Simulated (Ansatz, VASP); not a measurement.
# Two plane-wave programs on CaSe

File INCAR:

```
  PREC = Accurate
  ENCUT = 520
  EDIFF = 1E-6
  ISMEAR = 0
  SIGMA = 0.05
  LREAL = False
  LASPH = True
  NELM = 100
  ALGO = Fast
  ISIF = 2
  LWAVE = False
  LCHARG = True
  GGA = PS
  LELF = True
  LVHAR = True
  NBANDS = 15
```

File KPOINTS:

```
Automatic mesh
0
Gamma
  8 8 8
```

POSCAR

```
CaSe
1.0
    0.0000000000      3.1054188953      3.7265026744
    3.1054188953      0.0000000000      3.7265026744
    3.1054188953      3.1054188953      0.0000000000
Ca Se
1 1
Direct
    0.0000000000      0.0000000000      0.0000000000
    0.7500000000      0.7500000000      0.7500000000
```

Input for Ansatz:

```yaml
crystal:
  lattice:
    - [0.0, 3.1054188953, 3.7265026744]
    - [3.1054188953, 0.0, 3.7265026744]
    - [3.1054188953, 3.1054188953, 0.0]
  atoms:
    - { symbol: Ca, position: [0.0, 0.0, 0.0] }
    - { symbol: Se, position: [0.75, 0.75, 0.75] }
basis:
  ecutwfc: 420
kpoints:
  mp_grid: { grid: [8, 8, 8] }
hamiltonian:
  xc: pbesol
scf:
  occupations: { method: gaussian, width: 0.05 }
output:
  forces: true
  stress: true
  eigenvalues: true
```

Alike in both runs: task single point; functional PBEsol; k mesh 8 × 8 × 8; occupations gaussian, width 0.05 eV; no spin polarisation.

```csv
,VASP,Ansatz
version,VASP 6.6.1,Ansatz 0.2.0
potentials or method,"VASP PAW PBE potentials, release 64 (Ca_sv, Se)","scalar-relativistic, plane waves, PAW"
plane-wave cutoff (eV),520,420
valence electrons in the cell,16,26
```

|  | VASP | Ansatz | Ansatz less VASP |
| --- | --- | --- | --- |
| gap on the k mesh at the Fermi level (eV) | 2.52 | 2.52 | 0.000 |
| least direct gap on the mesh (eV) | 2.77 | 2.77 | -0.002 |
| pressure (GPa) | -1.9 | -2.0 | -0.10 |
| largest component of the traceless stress (GPa) | 1.82 | 1.85 | +0.029 |

The functional is the same, so the differences come from potentials, cutoffs and numerics. The two sets of potentials don't hold the same shells in valence.

Caveats: the PAW data sets were made with another functional, which shifts forces and pressure a little (VASP). A k mesh can miss the band edges.
